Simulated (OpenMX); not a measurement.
# CuO (Tenorite) under changes of volume

One of the cells (10.135 Å³/atom); the others are scaled copies at fixed shape and fractional positions:

```xyz
4
Lattice="2.3418 -1.7113 0.0000 2.3418 1.7113 0.0000 -0.8500 0.0000 5.0579" Properties=species:S:1:pos:R:3 pbc="T T T"
Cu    0.7459   -0.8557    2.5289
Cu    1.1709    0.8557    0.0000
O     1.7043    0.2793    3.7934
O     2.1293   -0.2793    1.2645
```

| Property | Result |
| --- | --- |
| Program | OpenMX 3.8.5 |
| Functional | PBE |
| Potentials or basis | OpenMX 2013 PBE set, Cu6.0H-s2p2d1, O6.0-s2p2, fixed grid of 36 × 36 × 70 points |
| k mesh | 11 × 11 × 5 |
| Occupations | fermi-dirac, width 0.05 eV |
| Spin | no spin polarisation |

| volume (Å³/atom) | energy over the lowest point (meV/atom) | largest force (eV/Å) |
| --- | --- | --- |
| 9.527 | ? | ? |
| 9.730 | 45.99 | 0.127 |
| 9.932 | 26.40 | 0.048 |
| 10.135 | 12.62 | 0.026 |
| 10.338 | 4.01 | 0.089 |
| 10.540 | 0.00 | 0.152 |
| 10.743 | 0.16 | 0.209 |

Q: What does the run at 9.527 Å³/atom give?

A: Energy over the lowest point 72.02 meV/atom; largest force 0.209 eV/Å.

Worked out: A Birch-Murnaghan fit of order 3 (a polynomial in V^(-2/3)) to the other rows has its minimum at 10.63 Å³/atom with B0 = V·E''(V) = 161 GPa and B' = 5.1 at fixed shape and positions, which overstates the stiffness. It gives 72.21 meV/atom at 9.527 Å³/atom, against the run's 72.02.

Energies are extrapolated to zero smearing.

Caveats: the transition metal has a single d function, too few for pressures, volumes and moments; the basis of atomic orbitals isn't converged, which shifts pressures, moduli and gaps; the run has no spin polarisation, though such a crystal can be magnetic.
